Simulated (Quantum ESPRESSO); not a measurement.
# Optical response of MgTe, part 3 of 3

Aim: the dielectric function of MgTe, and the optical constants that follow from it.

Quantum ESPRESSO 7.5; DFT, PBE, plane waves with norm-conserving potentials (PseudoDojo), scalar-relativistic, independent-particle optical response without local fields and without the non-local commutator.

So far. Step 2 (Ground state): There is a gap, 2.55 eV on this mesh (points off the mesh can give less), so no carriers' term is needed.

## Step 5: Dielectric function

The spectrum is a sum over vertical transitions between filled and empty bands at the fixed density, so many empty bands are needed.

This step: DFT, PBE, plane waves with norm-conserving potentials (PseudoDojo), scalar-relativistic, independent-particle optical response without local fields and without the non-local commutator (Quantum ESPRESSO 7.5).

epsilon.in reads:

```
&inputpp
  prefix = 'x'
  outdir = './tmp'
  calculation = 'eps'
/
&energy_grid
  smeartype = 'gauss'
  intersmear = 0.2
  wmin = 0.0
  wmax = 22
  nw = 500
/
```

On the command line:

```
mpirun -n 4 epsilon.x -nk 4 -in epsilon.in
```

The log of the run:

```text
[banner, memory and clock lines left out]

     Broadcasting variables...

     IMPORTANT: XC functional enforced from input :
     Exchange-correlation= PBE
                           (   1   4   3   4   0   0   0)
     Any further DFT definition will be discarded

     G-vector sticks info

     Fermi energy [eV] is:  4.94919
     The system is a dielectric...
     metallic system: redefining wmin =     0.000000

     Performing eps calculation...

     xx,yy,zz plasmon frequences [eV] are:    12.156336471   12.156336473   12.127471895
```

It took 6.9 s on 4 MPI ranks of Arm Neoverse V2, shared host; peak memory 0.08 GiB; 27 s of CPU time.

Read-outs, printed or worked out from the files:

```
electronic dielectric constant ε∞, mean over x, y and z (by symmetry where fewer were run) : 5.441
main peak of Im epsilon, first axis                                                        : 4.469 eV
centre of weight of the strongest loss peak in the window                                  : 13.58 eV
```

Some rows of epsi_x.dat:

```text
# energy grid [eV]     epsi_x  epsi_y  epsi_z
#
    0.176352705    0.006244435    0.006244435    0.006718956
    1.234468938    0.051205676    0.051205676    0.055910929
    2.292585170    0.173614271    0.173614271    0.243247014
    3.350701403    1.927547784    1.927547784    1.635188904
    4.408817635   15.930801927   15.930801928   14.245392237
    5.466933868   11.240117167   11.240117167   10.732291020
    6.525050100    5.764971500    5.764971500    6.835515359
    7.583166333    2.995508138    2.995508138    3.351645422
    8.641282565    1.362159468    1.362159468    2.184073380
    9.699398798    0.881183728    0.881183728    0.697168278
   10.757515030    0.451327901    0.451327901    0.531501872
   11.815631263    0.355539950    0.355539950    0.337807334
   12.873747495    0.301268706    0.301268706    0.328667307
   13.931863727    0.248947764    0.248947764    0.258173969
   14.989979960    0.230674593    0.230674594    0.220326093
   16.048096192    0.149061800    0.149061800    0.182714288
   17.106212425    0.139314987    0.139314988    0.124500242
   18.164328657    0.105630410    0.105630410    0.110753939
   19.222444890    0.083631760    0.083631760    0.081615564
   20.280561122    0.058238888    0.058238889    0.054416292
   21.338677355    0.042186432    0.042186433    0.039256039
```

The Im ε has structure finer than the step of the table below, so its rows give means over 0.5 eV, whole bins alone (the curve runs from 0 to 22 eV). Peaks (eV: height): E ∥ x or y 4.45: 17.6, 5.38: 12.4; E ∥ z 4.41: 14.2, 5.42: 11.1, 6.48: 7.13.

Values under the direct gap are tails of Lorentzian lines. Im ε against photon energy; means over each step:

| photon energy (eV) | E ∥ x or y | E ∥ z |
| --- | --- | --- |
| 0.5 | 0.0182 | 0.0196 |
| 1.0 | 0.0395 | 0.0429 |
| 1.5 | 0.0686 | 0.0759 |
| 2.0 | 0.119 | 0.142 |
| 2.5 | 0.369 | 0.502 |
| 3.0 | 0.684 | 1.02 |
| 3.5 | 2.27 | 2.01 |
| 4.0 | 5.99 | 9.25 |
| 4.5 | 13.7 | 11.3 |
| 5.0 | 8.49 | 9.85 |
| 5.5 | 10.4 | 9.68 |
| 6.0 | 7.76 | 6.39 |
| 6.5 | 6.04 | 6.07 |
| 7.0 | 3.91 | 4.35 |
| 7.5 | 3.40 | 3.39 |
| 8.0 | 2.79 | 2.11 |
| 8.5 | 1.49 | 1.77 |
| 9.0 | 1.25 | 1.22 |
| 9.5 | 1.03 | 0.809 |
| 10.0 | 0.737 | 0.911 |
| 10.5 | 0.529 | 0.611 |
| 11.0 | 0.427 | 0.460 |
| 11.5 | 0.380 | 0.451 |
| 12.0 | 0.384 | 0.356 |
| 12.5 | 0.373 | 0.307 |
| 13.0 | 0.306 | 0.326 |
| 13.5 | 0.268 | 0.237 |
| 14.0 | 0.236 | 0.233 |
| 14.5 | 0.270 | 0.225 |
| 15.0 | 0.238 | 0.229 |
| 15.5 | 0.174 | 0.186 |
| 16.0 | 0.155 | 0.184 |
| 16.5 | 0.142 | 0.143 |
| 17.0 | 0.134 | 0.123 |
| 17.5 | 0.117 | 0.132 |
| 18.0 | 0.103 | 0.115 |
| 18.5 | 0.0853 | 0.0858 |
| 19.0 | 0.0818 | 0.0797 |
| 19.5 | 0.0767 | 0.0756 |
| 20.0 | 0.0736 | 0.0773 |
| 20.5 | 0.0597 | 0.0519 |
| 21.0 | 0.0544 | 0.0468 |
| 21.5 | 0.0442 | 0.0389 |

Table of Re ε by photon energy:

| photon energy (eV) | E ∥ x or y | E ∥ z |
| --- | --- | --- |
| 0 | 5.41 | 5.51 |
| 1 | 5.59 | 5.71 |
| 2 | 6.30 | 6.50 |
| 3 | 8.18 | 8.74 |
| 4 | 10.8 | 12.9 |
| 5 | 3.39 | 3.23 |
| 6 | -2.02 | -1.19 |
| 7 | -2.68 | -2.37 |
| 8 | -2.84 | -2.25 |
| 9 | -1.54 | -1.94 |
| 10 | -1.14 | -0.814 |
| 11 | -0.548 | -0.584 |
| 12 | -0.196 | -0.254 |
| 13 | -0.0140 | -0.00254 |
| 14 | 0.129 | 0.132 |
| 15 | 0.165 | 0.240 |
| 16 | 0.317 | 0.321 |
| 17 | 0.409 | 0.412 |
| 18 | 0.471 | 0.455 |
| 19 | 0.534 | 0.532 |
| 20 | 0.570 | 0.567 |
| 21 | 0.611 | 0.620 |
| 22 | 0.654 | 0.656 |

The reflectivity at normal incidence has structure finer than the step of the table below, so its rows give means over 1 eV, whole bins alone (the curve runs from 0 to 22 eV). Peaks (eV: height): E ∥ x or y 4.5: 47.5, 6.8: 53.6, 8.3: 60.4, 10.1: 57.7; E ∥ z 4.5: 44.4, 5.8: 47.5, 7.9: 57.2, 9.0: 63.2, 10.2: 53.5, 13.2: 30.7.

The reflectivity at normal incidence by photon energy; means over each step:

| photon energy (eV) | E ∥ x or y (%) | E ∥ z (%) |
| --- | --- | --- |
| 1 | 16.5 | 16.9 |
| 2 | 18.7 | 19.3 |
| 3 | 23.6 | 24.0 |
| 4 | 34.9 | 37.4 |
| 5 | 39.0 | 38.4 |
| 6 | 44.3 | 42.1 |
| 7 | 47.1 | 46.7 |
| 8 | 52.0 | 52.8 |
| 9 | 52.4 | 53.7 |
| 10 | 54.7 | 48.6 |
| 11 | 51.0 | 47.5 |
| 12 | 34.6 | 40.0 |
| 13 | 27.8 | 27.8 |
| 14 | 16.8 | 17.1 |
| 15 | 12.5 | 10.7 |
| 16 | 8.04 | 7.66 |
| 17 | 5.19 | 5.01 |
| 18 | 3.75 | 3.80 |
| 19 | 2.59 | 2.61 |
| 20 | 1.98 | 2.01 |
| 21 | 1.52 | 1.48 |

Refractive index n and extinction k against photon energy:

| photon energy (eV) | n, E ∥ x or y | k, E ∥ x or y | n, E ∥ z | k, E ∥ z |
| --- | --- | --- | --- | --- |
| 0 | 2.33 | 0 | 2.35 | 0 |
| 1 | 2.36 | 0.00828 | 2.39 | 0.00889 |
| 2 | 2.51 | 0.0231 | 2.55 | 0.0267 |
| 3 | 2.86 | 0.0892 | 2.96 | 0.116 |
| 4 | 3.38 | 0.801 | 3.82 | 1.29 |
| 5 | 2.44 | 1.59 | 2.70 | 2.01 |
| 6 | 1.72 | 2.23 | 1.53 | 1.88 |
| 7 | 0.928 | 1.88 | 1.05 | 1.87 |
| 8 | 0.787 | 1.86 | 0.616 | 1.62 |
| 9 | 0.479 | 1.33 | 0.376 | 1.44 |
| 10 | 0.324 | 1.11 | 0.514 | 1.04 |
| 11 | 0.268 | 0.787 | 0.273 | 0.811 |
| 12 | 0.347 | 0.562 | 0.323 | 0.599 |
| 13 | 0.394 | 0.412 | 0.427 | 0.430 |
| 14 | 0.448 | 0.268 | 0.455 | 0.272 |
| 15 | 0.472 | 0.241 | 0.532 | 0.208 |
| 16 | 0.578 | 0.131 | 0.588 | 0.157 |
| 17 | 0.648 | 0.104 | 0.649 | 0.0961 |
| 18 | 0.690 | 0.0750 | 0.680 | 0.0832 |
| 19 | 0.733 | 0.0587 | 0.731 | 0.0542 |
| 20 | 0.757 | 0.0531 | 0.755 | 0.0538 |
| 21 | 0.783 | 0.0371 | 0.788 | 0.0286 |
| 22 | 0.809 | 0.0292 | 0.811 | 0.0292 |

The loss function −Im 1/ε at q → 0 has structure finer than the step of the table below, so its rows give means over 0.5 eV, whole bins alone (the curve runs from 0 to 22 eV). Peaks (eV: height): E ∥ x or y 13.54: 3.81, 14.99: 2.89; E ∥ z 12.74: 3.52, 13.58: 4.26.

Values under the direct gap are tails of Lorentzian lines. Loss function −Im 1/ε at q → 0 against energy loss; means over each step:

| energy loss (eV) | E ∥ x or y | E ∥ z |
| --- | --- | --- |
| 0.5 | 6.1e-4 | 6.3e-4 |
| 1.0 | 0.00126 | 0.00131 |
| 1.5 | 0.00199 | 0.00209 |
| 2.0 | 0.00296 | 0.00331 |
| 2.5 | 0.00709 | 0.00944 |
| 3.0 | 0.00965 | 0.0124 |
| 3.5 | 0.0207 | 0.0177 |
| 4.0 | 0.0343 | 0.0386 |
| 4.5 | 0.0597 | 0.0841 |
| 5.0 | 0.106 | 0.0903 |
| 5.5 | 0.0948 | 0.101 |
| 6.0 | 0.121 | 0.146 |
| 6.5 | 0.141 | 0.148 |
| 7.0 | 0.173 | 0.169 |
| 7.5 | 0.207 | 0.179 |
| 8.0 | 0.179 | 0.205 |
| 8.5 | 0.234 | 0.306 |
| 9.0 | 0.317 | 0.253 |
| 9.5 | 0.376 | 0.410 |
| 10.0 | 0.423 | 0.562 |
| 10.5 | 0.591 | 0.617 |
| 11.0 | 0.908 | 0.911 |
| 11.5 | 1.54 | 1.29 |
| 12.0 | 2.13 | 1.96 |
| 12.5 | 2.42 | 2.85 |
| 13.0 | 3.22 | 3.06 |
| 13.5 | 3.59 | 3.99 |
| 14.0 | 3.16 | 3.14 |
| 14.5 | 2.14 | 2.20 |
| 15.0 | 2.63 | 2.13 |
| 15.5 | 1.82 | 1.59 |
| 16.0 | 1.23 | 1.34 |
| 16.5 | 0.954 | 1.01 |
| 17.0 | 0.750 | 0.671 |
| 17.5 | 0.597 | 0.607 |
| 18.0 | 0.461 | 0.527 |
| 18.5 | 0.341 | 0.347 |
| 19.0 | 0.284 | 0.281 |
| 19.5 | 0.250 | 0.243 |
| 20.0 | 0.222 | 0.236 |
| 20.5 | 0.168 | 0.149 |
| 21.0 | 0.145 | 0.122 |
| 21.5 | 0.109 | 0.0945 |

At chosen wavelengths:

| wavelength (nm) | n xy | k xy | R (%) xy | 1/α xy | n z | k z | R (%) z | 1/α z |
| --- | --- | --- | --- | --- | --- | --- | --- | --- |
| 1550 | 2.35 | 0.006 | 16.2 | 19 µm | 2.37 | 0.007 | 16.6 | 18 µm |
| 1064 | 2.38 | 0.010 | 16.7 | 8.5 µm | 2.41 | 0.011 | 17.0 | 7.9 µm |
| 800 | 2.43 | 0.015 | 17.3 | 4.3 µm | 2.46 | 0.016 | 17.8 | 4.0 µm |
| 532 | 2.60 | 0.036 | 19.8 | 1.2 µm | 2.66 | 0.052 | 20.6 | 812 nm |
| 450 | 2.70 | 0.117 | 21.3 | 306 nm | 2.76 | 0.080 | 21.9 | 450 nm |
| 365 | 3.06 | 0.313 | 26.2 | 93 nm | 3.02 | 0.232 | 25.5 | 125 nm |
| 193 | 1.40 | 2.089 | 44.7 | 7.4 nm | 1.71 | 1.963 | 38.9 | 7.8 nm |

Below the direct gap, k and the depth come from the tails of the Lorentzian lines, not from transitions.

Rows near the edge hang on the gap, which this functional as a rule makes too small, and phonon-assisted absorption is left out.

At 1064 nm the birefringence n(z) − n(x) is +0.026: the crystal is uniaxial positive at this level.

## Step 6: Summary of results

| Item | Value |
| --- | --- |
| electronic dielectric constant ε∞, mean over x, y and z (by symmetry where fewer were run) (independent particles) | 5.44 |
| main peak of Im epsilon, first axis | 4.47 eV |
| centre of weight of the strongest loss peak in the window, first axis | 13.6 eV |

At this level (PBE, independent particles) MgTe has a mean ε∞ = 5.44 and n = 2.35 at 1550 nm (E ∥ x), and Im ε peaks at 4.5 eV (E ∥ x). Distinct maxima of Im ε, read by a parabola through the highest points, lie at 4.47 eV (18) and 5.39 eV (13) for E ∥ x or y. The static values by axis are 5.41 (xy), 5.51 (z). At 1064 nm the birefringence n(z) − n(x) is +0.026: the crystal is uniaxial positive at this level. Excitons and phonon-assisted transitions are missing, and so are local fields; PBE gaps are as a rule too small, which pulls the onset down and ε∞ up. Spin-orbit coupling is left out although heavy atoms are present. epsilon.x leaves out the commutator of the non-local potential, so its intensities are off, as a rule too high. The sum runs over mesh points, so small or evenly spaced maxima can still be ripples of the mesh. The mesh misses the corner K of the hexagonal zone, so gaps read from it can be too wide where band edges lie there.

[Machine, clock, banner and «Message from routine» lines are left out of the logs.]

[Logs are printed without paths, hosts, clocks, repeated set-up lines and the standing remarks that a program may print on its own settings, such as how far it seeks lower states.]

[Hosts, paths, dates, database ids (printed as entryN), source tags and the programs' standing remarks are cut or masked in the printed files.]
